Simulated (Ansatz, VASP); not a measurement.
# Cross-check of AlGaN2 between VASP and Ansatz, part 2 of 3

One calculation is typed for both programs; each brings its own data sets. How far apart do they land? The cell is taken from a series of runs on this material, whose earlier steps may have relaxed, scaled, displaced or heated it; both programs get it as it stands.

VASP 6.6.1 and Ansatz 0.2.0.

So far: Starting point; Ansatz: zone-centre phonons, LDA.

**3. VASP: zone-centre phonons, LDA**

Level of this step: LDA; plane waves and PAW (Al, Ga_d, N) (VASP).

The same cell, functional (in two slightly different forms) and mesh now go to VASP, with its own data sets.

Lines of VASP's logs that name or quote its potential files are left out, and so is its time.

The input, INCAR:

```
SYSTEM = AlGaN2
PREC = Accurate
ENCUT = 600
EDIFF = 1E-08
NELM = 120
ISMEAR = 0
SIGMA = 0.01
LREAL = .FALSE.
ALGO = Normal
GGA = CA
NBANDS = 19
LORBIT = 11
LWAVE = .FALSE.
LCHARG = .FALSE.
ISIF = 2
IBRION = 8
LEPSILON = .TRUE.
LASPH = .TRUE.
GGA_COMPAT = .FALSE.
EFERMI = MIDGAP
KPAR = 2
```

The input, POSCAR:

```
AlGaN2
1.0
    3.1152864404      0.0000000000      0.0000000000
    0.0000000000      3.1152864404      0.0000000000
    0.0000000000      0.0000000000      4.3843303939
Al Ga N
1 1 2
Direct
    0.5000000000      0.5000000000      0.5000000000
    0.0000000000      0.0000000000      0.0000000000
    0.5000000000      0.0000000000      0.7400513330
    0.0000000000      0.5000000000      0.2599486670
```

The input, KPOINTS:

```
Automatic mesh
0
Gamma
8 8 6
0 0 0
```

Potentials, in the order of the species: Al, Ga_d and N (LDA family, release 64).

Run with:

```bash
mpirun -np 2 vasp_std
```

Log:

```text
[banner, memory and clock lines left out]
running    2 mpi-ranks, on    1 nodes
 distrk:  each k-point on    1 cores,    2 groups
 distr:  one band on    1 cores,    1 groups

 POSCAR found type information on POSCAR AlGaN
 POSCAR found :  3 types and       4 ions
 LDA part: xc-table for (Slater(with rela. corr.)+CA(PZ))
 , standard interpolation
 POSCAR, INCAR and KPOINTS ok, starting setup
 FFT: planning ... GRIDC
 FFT: planning ... GRID_SOFT
 FFT: planning ... GRID
 WAVECAR not read
 entering main loop
       N       E                     dE             d eps       ncg     rms          rms(c)
DAV:   1     0.186493373431E+03    0.18649E+03   -0.14419E+04  2471   0.222E+03
DAV:   2    -0.128748519883E+02   -0.19937E+03   -0.18838E+03  2495   0.458E+02
DAV:   3    -0.344968376093E+02   -0.21622E+02   -0.21377E+02  2657   0.120E+02
DAV:   4    -0.350852211272E+02   -0.58838E+00   -0.58709E+00  3130   0.202E+01
DAV:   5    -0.350925207295E+02   -0.72996E-02   -0.72939E-02  2798   0.216E+00    0.117E+01
DAV:   6    -0.303849821392E+02    0.47075E+01   -0.17376E+01  3625   0.590E+01    0.394E+00
DAV:   7    -0.303789893174E+02    0.59928E-02   -0.11135E+00  2600   0.870E+00    0.264E+00
DAV:   8    -0.303292013213E+02    0.49788E-01   -0.21985E-01  3020   0.517E+00    0.917E-01
DAV:   9    -0.303160714129E+02    0.13130E-01   -0.48031E-02  3336   0.348E+00    0.343E-01
DAV:  10    -0.303162189996E+02   -0.14759E-03   -0.63767E-03  2688   0.623E-01    0.975E-02
DAV:  11    -0.303162152877E+02    0.37119E-05   -0.26692E-04  3173   0.179E-01    0.322E-02
DAV:  12    -0.303162057914E+02    0.94963E-05   -0.44202E-05  3368   0.108E-01    0.131E-02
DAV:  13    -0.303162060038E+02   -0.21237E-06   -0.51924E-06  2939   0.219E-02    0.370E-03
DAV:  14    -0.303162060186E+02   -0.14809E-07   -0.44630E-07  2862   0.554E-03    0.153E-03
DAV:  15    -0.303162060153E+02    0.33006E-08   -0.17175E-08  2210   0.133E-03
   1 F= -.30316206E+02 E0= -.30316206E+02  d E =0.000000E+00
 Linear response reoptimize wavefunctions to high precision
DAV:   1    -0.303162060147E+02    0.55843E-09   -0.58910E-09  2478   0.104E-03
DAV:   2    -0.303162060148E+02   -0.10596E-09   -0.77058E-10  1620   0.205E-04
DAV:   3    -0.303162060148E+02   -0.77307E-11   -0.10513E-10  1557   0.905E-05
 Linear response G [H, r] |phi>, progress :
  Direction:   1
       N       E                     dE             d eps       ncg     rms
RMM:   1    -0.643577751591E+02   -0.64358E+02    0.21219E+02  2837   0.300E+02
RMM:   2    -0.663642528726E+02   -0.20065E+01   -0.14462E+02  4380   0.725E+01
RMM:   3    -0.694236413123E+02   -0.30594E+01   -0.12808E+01  4714   0.217E+01
RMM:   4    -0.691412427023E+02    0.28240E+00   -0.26125E-01  4916   0.527E+00
RMM:   5    -0.692065497961E+02   -0.65307E-01   -0.77122E-02  5002   0.141E+00
RMM:   6    -0.692024361822E+02    0.41136E-02    0.34103E-02  5006   0.474E-01
RMM:   7    -0.692009723559E+02    0.14638E-02    0.59813E-02  5074   0.167E-01
RMM:   8    -0.692057630859E+02   -0.47907E-02    0.13723E-02  5060   0.630E-02
RMM:   9    -0.692051681012E+02    0.59498E-03    0.20007E-02  5078   0.250E-02
RMM:  10    -0.692072343902E+02   -0.20663E-02   -0.54043E-04  4947   0.115E-02
RMM:  11    -0.692074427947E+02   -0.20840E-03   -0.26104E-03  4833   0.599E-03
RMM:  12    -0.692077630586E+02   -0.32026E-03   -0.57564E-03  4636   0.426E-03
RMM:  13    -0.692077760939E+02   -0.13035E-04   -0.60183E-03  4407   0.354E-03
RMM:  14    -0.692078662447E+02   -0.90151E-04   -0.69072E-03  4211   0.332E-03
RMM:  15    -0.692078842456E+02   -0.18001E-04   -0.71428E-03  3995   0.323E-03
RMM:  16    -0.692078782956E+02    0.59500E-05   -0.70557E-03  3879   0.320E-03
RMM:  17    -0.692078977964E+02   -0.19501E-04   -0.72985E-03  3792   0.319E-03
 Linear response G [H, r] |phi>, progress :
  Direction:   2
       N       E                     dE             d eps       ncg     rms
RMM:   1    -0.658149155253E+02   -0.65815E+02    0.14708E+02  2948   0.275E+02
RMM:   2    -0.801717771444E+02   -0.14357E+02   -0.14216E+02  4423   0.676E+01
RMM:   3    -0.833919674620E+02   -0.32202E+01   -0.12294E+01  4723   0.195E+01
RMM:   4    -0.833717130760E+02    0.20254E-01   -0.87856E-01  4877   0.479E+00
RMM:   5    -0.834263482474E+02   -0.54635E-01   -0.37227E-01  4962   0.128E+00
RMM:   6    -0.833846137401E+02    0.41735E-01    0.12709E-01  5005   0.419E-01
RMM:   7    -0.834047791301E+02   -0.20165E-01   -0.63975E-02  5073   0.140E-01
RMM:   8    -0.833965997879E+02    0.81793E-02    0.19227E-02  5036   0.545E-02
RMM:   9    -0.834000918964E+02   -0.34921E-02   -0.15423E-02  5033   0.220E-02
RMM:  10    -0.833984216673E+02    0.16702E-02    0.13269E-03  4969   0.103E-02
RMM:  11    -0.833989726680E+02   -0.55100E-03   -0.41755E-03  4827   0.555E-03
RMM:  12    -0.833984446327E+02    0.52804E-03    0.10928E-03  4550   0.404E-03
RMM:  13    -0.833985240262E+02   -0.79393E-04    0.31270E-04  4301   0.335E-03
[...]
first order change of Fermi-energy   0.61805E-05
 force on displaced ion       1 direction 1 : -17.417   0.000   0.000
 Born effective charge ion    1 direction 1 :   2.499   0.000  -0.000
 Linear response progress:
  Degree of freedom:   2/  7
       N       E                     dE             d eps       ncg     rms          rms(c)
[...]
RMM:   3    -0.170737854604E+00    0.71586E-03   -0.53207E-03  7482   0.476E-01    0.451E-02
RMM:   4    -0.170386910559E+00    0.35094E-03   -0.49351E-04  7679   0.139E-01    0.195E-02
RMM:   5    -0.170257505971E+00    0.12940E-03   -0.76652E-05  7903   0.557E-02    0.554E-03
RMM:   6    -0.170257886717E+00   -0.38075E-06   -0.98654E-06  8281   0.163E-02    0.228E-03
RMM:   7    -0.170265882214E+00   -0.79955E-05   -0.26567E-06  8048   0.598E-03    0.240E-04
RMM:   8    -0.170263498932E+00    0.23833E-05   -0.80126E-07  8226   0.241E-03    0.107E-04
RMM:   9    -0.170263389118E+00    0.10981E-06    0.24754E-08  8282   0.107E-03    0.251E-05
RMM:  10    -0.170263250761E+00    0.13836E-06   -0.46077E-08  8394   0.499E-04    0.128E-05
RMM:  11    -0.170263165197E+00    0.85564E-07   -0.96193E-08  8479   0.260E-04    0.420E-06
RMM:  12    -0.170263188606E+00   -0.23410E-07   -0.64210E-08  8658   0.158E-04    0.218E-06
RMM:  13    -0.170263183736E+00    0.48699E-08   -0.38302E-08  8582   0.118E-04    0.713E-07
 first order change of Fermi-energy   0.77304E+00
 force on displaced ion       2 direction 3 :   0.000   0.000 -22.964
 Born effective charge ion    2 direction 3 :   0.000   0.000   2.471
 Linear response progress:
  Degree of freedom:   5/  7
       N       E                     dE             d eps       ncg     rms          rms(c)
RMM:   1    -0.235890600693E+00   -0.23589E+00    0.12915E-01 11951   0.367E+00
RMM:   2    -0.229199972519E+00    0.66906E-02   -0.47557E-03  8890   0.909E-01    0.154E-01
RMM:   3    -0.230637441836E+00   -0.14375E-02   -0.23747E-03  9926   0.340E-01    0.741E-02
RMM:   4    -0.231977587924E+00   -0.13401E-02   -0.78128E-04  9924   0.164E-01    0.165E-02
RMM:   5    -0.231961403389E+00    0.16185E-04   -0.25795E-05 10423   0.345E-02    0.108E-02
RMM:   6    -0.231907721820E+00    0.53682E-04   -0.38535E-06 10101   0.138E-02    0.155E-03
RMM:   7    -0.231932823353E+00   -0.25102E-04   -0.46441E-07 10281   0.388E-03    0.633E-04
RMM:   8    -0.231933442365E+00   -0.61901E-06   -0.19935E-07 10444   0.106E-03    0.112E-04
RMM:   9    -0.231933416171E+00    0.26194E-07   -0.17755E-07 10333   0.333E-04    0.524E-05
RMM:  10    -0.231933051527E+00    0.36464E-06   -0.19873E-07 10629   0.174E-04    0.107E-05
RMM:  11    -0.231933034276E+00    0.17251E-07   -0.24880E-07 10883   0.120E-04    0.388E-06
RMM:  12    -0.231932986790E+00    0.47486E-07   -0.17979E-07 10872   0.106E-04    0.383E-07
RMM:  13    -0.231932979484E+00    0.73064E-08   -0.25726E-07 10468   0.101E-04    0.307E-07
RMM:  14    -0.231932983360E+00   -0.38763E-08   -0.20726E-07  9191   0.100E-04    0.117E-07
RMM:  15    -0.231932982748E+00    0.61196E-09   -0.25750E-07  8840   0.100E-04    0.123E-07
RMM:  16    -0.231932984253E+00   -0.15053E-08   -0.23577E-07  8588   0.101E-04    0.832E-08
 first order change of Fermi-energy   0.97496E-05
 force on displaced ion       3 direction 1 : -15.959   0.000   0.001
 Born effective charge ion    3 direction 1 :  -2.674   0.000   0.000
 Linear response progress:
  Degree of freedom:   6/  7
       N       E                     dE             d eps       ncg     rms          rms(c)
RMM:   1    -0.237017852473E+00   -0.23702E+00    0.19615E-01 11458   0.287E+00
RMM:   2    -0.235158630587E+00    0.18592E-02   -0.36796E-03  8834   0.659E-01    0.178E-01
RMM:   3    -0.236118729066E+00   -0.96010E-03   -0.15769E-03  9885   0.281E-01    0.882E-02
RMM:   4    -0.237716432207E+00   -0.15977E-02   -0.90232E-04  9782   0.157E-01    0.195E-02
RMM:   5    -0.237718921883E+00   -0.24897E-05   -0.33717E-05 10355   0.390E-02    0.243E-03
RMM:   6    -0.237720715831E+00   -0.17939E-05   -0.12633E-06 10249   0.807E-03    0.135E-03
RMM:   7    -0.237711798787E+00    0.89170E-05    0.40103E-08 10416   0.238E-03    0.255E-04
RMM:   8    -0.237718209044E+00   -0.64103E-05   -0.19519E-07 10199   0.859E-04    0.589E-05
RMM:   9    -0.237717704196E+00    0.50485E-06   -0.13487E-07 10636   0.296E-04    0.139E-05
RMM:  10    -0.237717567983E+00    0.13621E-06   -0.14714E-07 10593   0.147E-04    0.444E-06
RMM:  11    -0.237717541031E+00    0.26952E-07   -0.16411E-07 10926   0.110E-04    0.111E-06
RMM:  12    -0.237717532415E+00    0.86157E-08   -0.14348E-07 10600   0.977E-05    0.451E-07
RMM:  13    -0.237717535832E+00   -0.34165E-08   -0.14714E-07  9576   0.948E-05    0.353E-07
RMM:  14    -0.237717535731E+00    0.10027E-09   -0.19786E-07  8893   0.938E-05    0.300E-07
RMM:  15    -0.237717536201E+00   -0.46961E-09   -0.13752E-07  8653   0.940E-05    0.295E-07
RMM:  16    -0.237717536892E+00   -0.69132E-09   -0.18773E-07  8534   0.942E-05    0.917E-08
 first order change of Fermi-energy   0.15327E-03
 force on displaced ion       3 direction 2 :   0.000 -17.730  -0.002
 Born effective charge ion    3 direction 2 :   0.000  -2.432  -0.000
 Linear response progress:
  Degree of freedom:   7/  7
       N       E                     dE             d eps       ncg     rms          rms(c)
RMM:   1    -0.244153304430E+00   -0.24415E+00    0.17885E-01  8680   0.339E+00
RMM:   2    -0.241312620360E+00    0.28407E-02   -0.77938E-03  6918   0.782E-01    0.169E-01
RMM:   3    -0.242112091009E+00   -0.79947E-03   -0.24045E-03  7349   0.336E-01    0.786E-02
RMM:   4    -0.243267015250E+00   -0.11549E-02   -0.82726E-04  7590   0.161E-01    0.201E-02
RMM:   5    -0.243366682932E+00   -0.99668E-04   -0.30815E-05  7837   0.413E-02    0.658E-03
RMM:   6    -0.243392065729E+00   -0.25383E-04   -0.21694E-06  8071   0.113E-02    0.186E-03
RMM:   7    -0.243393741637E+00   -0.16759E-05   -0.10839E-07  7587   0.408E-03    0.833E-04
RMM:   8    -0.243391883246E+00    0.18584E-05   -0.48765E-08  7992   0.126E-03    0.374E-04
RMM:   9    -0.243391520715E+00    0.36253E-06   -0.23103E-08  8061   0.463E-04    0.917E-05
RMM:  10    -0.243391544094E+00   -0.23379E-07   -0.32017E-08  8189   0.215E-04    0.198E-05
RMM:  11    -0.243391642915E+00   -0.98821E-07   -0.33698E-08  8101   0.139E-04    0.934E-06
RMM:  12    -0.243391620615E+00    0.22300E-07   -0.49636E-08  8371   0.115E-04    0.429E-06
RMM:  13    -0.243391639338E+00   -0.18723E-07    0.36790E-08  8257   0.106E-04    0.616E-07
RMM:  14    -0.243391636572E+00    0.27656E-08   -0.10703E-08  7855   0.105E-04    0.643E-07
 first order change of Fermi-energy   0.51576E-01
 force on displaced ion       3 direction 3 :   0.000   0.000 -19.958
 Born effective charge ion    3 direction 3 :   0.000   0.000  -2.569
 Born effective charges drift removed
 Linear response finished
```

(Part 2 of 3 ends here.)

[Lines on the potential files, build, host, timing and source positions are cut from VASP's logs without a mark.]

[Logs are printed without paths, hosts, clocks, repeated set-up lines and the standing remarks that a program may print on its own settings, such as how far it seeks lower states.]

[Hosts, paths, dates, database ids (printed as entryN), source tags and the programs' standing remarks are cut or masked in the printed files.]
